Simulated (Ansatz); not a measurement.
# Be2C (Fm-3m) in Ansatz: further runs

One crystal, Be2C, is run at these levels: r2SCAN; tasks: single point, equation of state.

Everything below comes from runs of Ansatz 0.2.0. Logs are shortened: lines on timing, memory, paths and dates and some standing lists are left out, and cuts for length are marked.

### Step 1. The structure

The structure is cubic, space group Fm-3m (No. 225). Conventional cell: a = 4.330 Å, b = 4.330 Å, c = 4.330 Å, α = 90.00°, β = 90.00°, γ = 90.00°. C (site symmetry m-3m) is surrounded by 8 Be at 1.87 Å. Be (site symmetry -43m) is surrounded by 4 C at 1.87 Å.

### Step 2. Single point, r2SCAN, 6.36 Å³/atom (volume scaled by 0.94)

Input file input.yaml:

```yaml
crystal:
  lattice:
    - [0.0, 2.1208039254, 2.1208039254]
    - [2.1208039254, 0.0, 2.1208039254]
    - [2.1208039254, 2.1208039254, 0.0]
  atoms:
    - { symbol: C, position: [0.0, 0.0, 0.0] }
    - { symbol: Be, position: [0.75, 0.75, 0.75] }
    - { symbol: Be, position: [0.25, 0.25, 0.25] }
hamiltonian:
  xc: r2scan
  pseudopotentials: { kind: paw }
kpoints:
  mp_grid: { grid: [11, 11, 11] }
scf:
  occupations: { method: fermi_dirac, width: 0.05 }
output:
  forces: true
  stress: true
  eigenvalues: true
```

Potentials or basis: Ansatz PAW.

Started as:

```
$ ansatz run input.yaml --threads 2 --pin off --max-ram 5632MiB --backend cpu --events-out ev --progress --plain --runs-dir out
```

The program printed:

```text
Warning: RAYON_NUM_THREADS=2 ignored (pool sized by the plan → 2); use --threads N
Engine: ansatz 0.2.0, aarch64-unknown-linux-gnu
Pseudopotentials: kind: paw
Pseudopotential: C, paw, valence charge 4, recommended cutoff 500 eV (meta_gga), C.paw.azcp
Pseudopotential: Be, paw, valence charge 2, recommended cutoff 500 eV (meta_gga), Be.paw.azcp
Functional definition: r2SCAN
  parameter k0 = 0.174
  parameter k1 = 0.065
  parameter a1 = 4.9479
  exchange = r2scan_x(k0 = k0, k1 = k1, a1 = a1)
  correlation = r2scan_c
Crystal: 3 atoms, lattice volume = 19.078 Å³
Basis set: ecut = 500 eV, 531 PW (Γ), exchange–correlation on 96×96×96 points (64 copies of the dense FFT grid, shifted against one another)
Bands: 8, of which v1, the nominal top of the filled ones, is band 4 counted from 1 (3 counted from 0)
Symmetry: 48 space group operations
Space group: Fm-3m (ITA 225), of the structure as read, at distance tolerance 2.7e-5 Å
k-points: 56 of 1331
Non-local potential: C, projectors of the file, l = 0: 2, l = 1: 2, l = 2: 1
Non-local potential: Be, projectors of the file, l = 0: 2, l = 1: 2, l = 2: 1
PAW form: soft (Blöchl's): semilocal exchange-correlation on the pseudo side does not see the compensation charge
PAW frozen core: C, regenerated for the run's functional (the file was generated under x = pbe(κ = 0.804, μ = 0.2195149727645171), c = pbe(β = 0.06672455060314922))
PAW frozen core: Be, regenerated for the run's functional (the file was generated under x = pbe(κ = 0.804, μ = 0.2195149727645171), c = pbe(β = 0.06672455060314922))
PAW one-centre angular grid: C, 302 points (default); XC on 239 of its mesh's 2573 points in the sphere
PAW one-centre angular grid: Be, 302 points (default); XC on 255 of its mesh's 2635 points in the sphere
Initial density: superposition of atomic densities (neutral atoms: chi_scale 0, normalization atom), corrected by the library's trained network
Initial wavefunctions: pseudopotential atomic-orbital guess
Functional: x = r2scan, c = r2scan; τ floored in thin density (d = 2e-4 eV/Å³)
SCF iter   1: F=—  HF=-439.037307 eV  |F-HF|=—  |Δ(HF+E_count)|=         —  Δρ=7.86e-3  dr2=1.17e-2  dr2_τ=2.87e-1  ethr=1.77e-3  ⟨swp⟩=5.8  Hψ=3482  notcnv=0
preconditioner: auto → none  [insulator: Δε(μ)=1.518 eV  Ē_g=15.521 eV  σ=0.050 eV  W_gap=1.00  n_scr=0 (ndim 8)  ℏωp=24.0 eV  f_vac=0.000  D(μ)=0.00/eV (n_scr^D=0)  ε∞_Penn≈3.4]
SCF iter   2: F=—  HF=-439.165690 eV  |F-HF|=—  |Δ(HF+E_count)|=   1.28e-1  Δρ=4.87e-3  dr2=2.29e-3  dr2_τ=1.61e-4  ethr=1.46e-4  ⟨swp⟩=2.3  Hψ=1361  notcnv=0
SCF iter   3: F=—  HF=-439.166866 eV  |F-HF|=—  |Δ(HF+E_count)|=   1.18e-3  Δρ=1.13e-3  dr2=1.07e-4  dr2_τ=1.68e-5  ethr=2.87e-5  ⟨swp⟩=2.9  Hψ=724  notcnv=0
SCF iter   4: F=—  HF=-439.166894 eV  |F-HF|=—  |Δ(HF+E_count)|=   2.78e-5  Δρ=8.82e-5  dr2=6.39e-7  dr2_τ=2.54e-8  ethr=1.34e-6  ⟨swp⟩=1.0  Hψ=448  notcnv=0
SCF iter   5: F=—  HF=-439.166896 eV  |F-HF|=—  |Δ(HF+E_count)|=   1.92e-6  Δρ=1.38e-5  dr2=2.07e-8  dr2_τ=7.56e-10  ethr=7.98e-9  ⟨swp⟩=2.1  Hψ=660  notcnv=0
SCF iter   6: F=-439.166896 eV  HF=-439.166896 eV  |F-HF|=1.43e-9  |Δ(HF+E_count)|=   2.15e-9  Δρ=8.11e-6  dr2=1.27e-8  dr2_τ=3.35e-10  ethr=2.59e-10  ⟨swp⟩=2.0  Hψ=1565  notcnv=0
SCF 1 converged in 6 iterations: F = -439.166896 eV  dr2 = 1.27e-8
SCF converged after 6 iterations
Free energy (F): -439.166896 eV
Harris-Foulkes:  -439.166896 eV  (|F-HF|=1.43e-9)
Internal energy: -439.166896 eV  (E = F + TS)
E sigma→0 (E₀):  -439.166896 eV
Fermi energy:    11.104317 eV
--- Per-component energies (eV) ---
  E_band       = 26.260347
  E_kinetic    = 138.997043
  E_local      = -84.239747  (includes V_loc(G=0)·N_el)
  E_nonlocal   = 35.053274
  E_hartree    = 27.389262
  E_xc         = -88.340749
  E_vxc        = -114.242676  (∫ρ·V_xc dr)
  E_paw        = -222.840579  (= ΣΔE_a)
  E_vpaw       = -9.578824  (= ΣTr[D̂ρ^β])
  E_aug_tail   = 0.000004  (compensation charges beyond the density's cutoff)
  E_vtau       = 5.491758  (kinetic-family band-sum trace: ∫τ·v_τ [+ j·A + Jᵃ·Aᵃ] dr)
  E_ewald      = -245.136577
  E_core_change = -0.048828  (= ΣΔE_core)
  E_smearing   = -0.000000  (= −TS)
  E_closure    = 0.000000  (closes the sum)
  Σ components = -439.166896   (vs F -439.166896, Δ=0.00e0)
--- Forces (eV/Å), atoms counted from 1 ---
  atom   1  C     -0.00000000    -0.00000000    -0.00000000
  atom   2  Be    -0.00000000     0.00000000    -0.00000000
  atom   3  Be    -0.00000000    -0.00000000     0.00000000
  max |Σ_I F_I| component: 7.40e-17 eV/Å
--- Stress (GPa, compression-positive) ---
       12.670820      -0.000000       0.000000
        0.000000      12.670820      -0.000000
        0.000000      -0.000000      12.670820
  P = ⅓ Tr σ = 12.6708 GPa (126.708 kbar)
--- Band table (eV; the first three rows and the last of 56) ---
  k-point 0: bands = ["-6.1070", "10.2872", "10.2872", "10.2872", "15.0497", "15.0497", "15.0497", "18.4089"]
  k-point 1: bands = ["-5.9634", "9.0745", "10.0108", "10.0108", "15.4624", "15.4624", "15.8714", "18.7159"]
  k-point 2: bands = ["-5.5371", "6.8102", "9.4410", "9.4410", "16.2364", "16.2364", "16.9523", "19.5569"]
  k-point 55: bands = ["-1.8873", "3.0938", "3.7622", "4.6123", "16.3907", "19.6869", "20.9383", "21.6999"]
```

Run time: 1.1 s. Hardware: 2 threads of Arm Neoverse V1, shared host; peak memory 0.32 GiB.

What came out:

```
Free energy            : -439.1669 eV
Pressure               : 12.7 GPa
Band gap on the k mesh : 1.66 eV, indirect (least direct gap 4.76 eV)
```

Caveat: odd divisions of the mesh miss points on the zone boundary, where band edges often lie, so the gap on the mesh can be too wide; the PAW data sets come from PBE, with cores solved anew for the run's functional, which leaves a small shift of forces and pressure.

### Step 3. Single point, r2SCAN, 6.49 Å³/atom (volume scaled by 0.96)

Changes to input.yaml since step 2:

```diff
@@ -2,5 +2,5 @@
   lattice:
-    - [0.0, 2.1208039254, 2.1208039254]
-    - [2.1208039254, 0.0, 2.1208039254]
-    - [2.1208039254, 2.1208039254, 0.0]
+    - [0.0, 2.1357396564, 2.1357396564]
+    - [2.1357396564, 0.0, 2.1357396564]
+    - [2.1357396564, 2.1357396564, 0.0]
   atoms:
```

Potentials or basis: Ansatz PAW.

Started as:

```
$ ansatz run input.yaml --threads 2 --pin off --max-ram 5632MiB --backend cpu --events-out ev --progress --plain --runs-dir out
```

Run time: 1.2 s. Hardware: 2 threads of Arm Neoverse V1, shared host; peak memory 0.32 GiB.

Results (log left out):

```
Free energy            : -439.1925 eV
Pressure               : 7.6 GPa
Band gap on the k mesh : 1.65 eV, indirect (least direct gap 4.72 eV)
```

Caveat: odd divisions of the mesh miss points on the zone boundary, where band edges often lie, so the gap on the mesh can be too wide; the PAW data sets come from PBE, with cores solved anew for the run's functional, which leaves a small shift of forces and pressure.

### Step 4. Single point, r2SCAN, 6.63 Å³/atom (volume scaled by 0.98)

Changes to input.yaml since step 3:

```diff
@@ -2,5 +2,5 @@
   lattice:
-    - [0.0, 2.1357396564, 2.1357396564]
-    - [2.1357396564, 0.0, 2.1357396564]
-    - [2.1357396564, 2.1357396564, 0.0]
+    - [0.0, 2.1504693608, 2.1504693608]
+    - [2.1504693608, 0.0, 2.1504693608]
+    - [2.1504693608, 2.1504693608, 0.0]
   atoms:
@@ -20 +20,5 @@
   eigenvalues: true
+  write_density: true
+  write_potential: true
+  elf: true
+  volumetric_format: npy
```

Started as:

```
$ ansatz run input.yaml --threads 2 --pin off --max-ram 5632MiB --backend cpu --events-out ev --progress --plain --runs-dir out
```

Run time: 1.4 s. Hardware: 2 threads of Arm Neoverse V1, shared host; peak memory 0.33 GiB.

Results (log left out):

| Quantity | Value |
| --- | --- |
| Free energy | -439.2057 eV |
| Pressure | 3.0 GPa |
| Band gap on the k mesh | 1.64 eV, indirect (least direct gap 4.68 eV) |

Caveat: odd divisions of the mesh miss points on the zone boundary, where band edges often lie, so the gap on the mesh can be too wide; the PAW data sets come from PBE, with cores solved anew for the run's functional, which leaves a small shift of forces and pressure.

### Step 5. Single point, r2SCAN, 6.77 Å³/atom

Changes to input.yaml since step 4:

```diff
@@ -2,5 +2,5 @@
   lattice:
-    - [0.0, 2.1504693608, 2.1504693608]
-    - [2.1504693608, 0.0, 2.1504693608]
-    - [2.1504693608, 2.1504693608, 0.0]
+    - [0.0, 2.165, 2.165]
+    - [2.165, 0.0, 2.165]
+    - [2.165, 2.165, 0.0]
   atoms:
@@ -20,5 +20 @@
   eigenvalues: true
-  write_density: true
-  write_potential: true
-  elf: true
-  volumetric_format: npy
```

Started as:

```
$ ansatz run input.yaml --threads 2 --pin off --max-ram 5632MiB --backend cpu --events-out ev --progress --plain --runs-dir out
```

Run time: 1.1 s. Hardware: 2 threads of Arm Neoverse V1, shared host; peak memory 0.33 GiB.

Results (log left out):

```yaml
Free_energy: -439.2078 eV
Pressure: -1.3 GPa
Band_gap_on_the_k_mesh: 1.63 eV, indirect (least direct gap 4.64 eV)
```

Caveat: odd divisions of the mesh miss points on the zone boundary, where band edges often lie, so the gap on the mesh can be too wide; the PAW data sets come from PBE, with cores solved anew for the run's functional, which leaves a small shift of forces and pressure.

### Step 6. Single point, r2SCAN, 6.90 Å³/atom (volume scaled by 1.02)

Changes to input.yaml since step 5:

```diff
@@ -2,5 +2,5 @@
   lattice:
-    - [0.0, 2.165, 2.165]
-    - [2.165, 0.0, 2.165]
-    - [2.165, 2.165, 0.0]
+    - [0.0, 2.1793381662, 2.1793381662]
+    - [2.1793381662, 0.0, 2.1793381662]
+    - [2.1793381662, 2.1793381662, 0.0]
   atoms:
```

Potentials or basis: Ansatz PAW.

Started as:

```
$ ansatz run input.yaml --threads 2 --pin off --max-ram 5632MiB --backend cpu --events-out ev --progress --plain --runs-dir out
```

Run time: 1.1 s. Hardware: 2 threads of Arm Neoverse V1, shared host; peak memory 0.33 GiB.

It converged, with:

```yaml
Free_energy: -439.1995 eV
Pressure: -5.2 GPa
Band_gap_on_the_k_mesh: 1.62 eV, indirect (least direct gap 4.59 eV)
```

Caveat: odd divisions of the mesh miss points on the zone boundary, where band edges often lie, so the gap on the mesh can be too wide; the PAW data sets come from PBE, with cores solved anew for the run's functional, which leaves a small shift of forces and pressure.

### Step 7. Single point, r2SCAN, 7.04 Å³/atom (volume scaled by 1.04)

Changes to input.yaml since step 6:

```diff
@@ -2,5 +2,5 @@
   lattice:
-    - [0.0, 2.1793381662, 2.1793381662]
-    - [2.1793381662, 0.0, 2.1793381662]
-    - [2.1793381662, 2.1793381662, 0.0]
+    - [0.0, 2.1934901093, 2.1934901093]
+    - [2.1934901093, 0.0, 2.1934901093]
+    - [2.1934901093, 2.1934901093, 0.0]
   atoms:
```

Started as:

```
$ ansatz run input.yaml --threads 2 --pin off --max-ram 5632MiB --backend cpu --events-out ev --progress --plain --runs-dir out
```

It took 1.2 s on 2 threads of Arm Neoverse V1, shared host; peak memory 0.33 GiB.

The run converged. Its results:

```yaml
Free_energy: -439.1819 eV
Pressure: -8.7 GPa
Band_gap_on_the_k_mesh: 1.61 eV, indirect (least direct gap 4.55 eV)
```

Caveat: odd divisions of the mesh miss points on the zone boundary, where band edges often lie, so the gap on the mesh can be too wide; the PAW data sets come from PBE, with cores solved anew for the run's functional, which leaves a small shift of forces and pressure.

### Step 8. Single point, r2SCAN, 7.17 Å³/atom (volume scaled by 1.06)

Changes to input.yaml since step 7:

```diff
@@ -2,5 +2,5 @@
   lattice:
-    - [0.0, 2.1934901093, 2.1934901093]
-    - [2.1934901093, 0.0, 2.1934901093]
-    - [2.1934901093, 2.1934901093, 0.0]
+    - [0.0, 2.2074617605, 2.2074617605]
+    - [2.2074617605, 0.0, 2.2074617605]
+    - [2.2074617605, 2.2074617605, 0.0]
   atoms:
```

Started as:

```
$ ansatz run input.yaml --threads 2 --pin off --max-ram 5632MiB --backend cpu --events-out ev --progress --plain --runs-dir out
```

It took 1.2 s on 2 threads of Arm Neoverse V1, shared host; peak memory 0.33 GiB.

It converged, with:

* Free energy: -439.1557 eV
* Pressure: -11.9 GPa
* Band gap on the k mesh: 1.59 eV, indirect (least direct gap 4.51 eV)

Caveat: odd divisions of the mesh miss points on the zone boundary, where band edges often lie, so the gap on the mesh can be too wide; the PAW data sets come from PBE, with cores solved anew for the run's functional, which leaves a small shift of forces and pressure.

### Step 9. Equation of state, r2SCAN

Potentials or basis: Ansatz PAW.

No new run: the results of the series are fitted here.

Results:

```yaml
Equilibrium_volume: 6.72 Å³/atom
Bulk_modulus: 207 GPa
Pressure_derivative_of_the_bulk_modulus: 3.5
```

Energy against volume, from the lowest point:
| volume (Å³/atom) | energy (meV/atom) |
| --- | --- |
| 6.359 | 13.62 |
| 6.495 | 5.10 |
| 6.630 | 0.68 |
| 6.765 | 0.00 |
| 6.901 | 2.74 |
| 7.036 | 8.61 |
| 7.171 | 17.34 |

Caveat: the PAW data sets were made with another functional, which shifts forces and pressure a little.
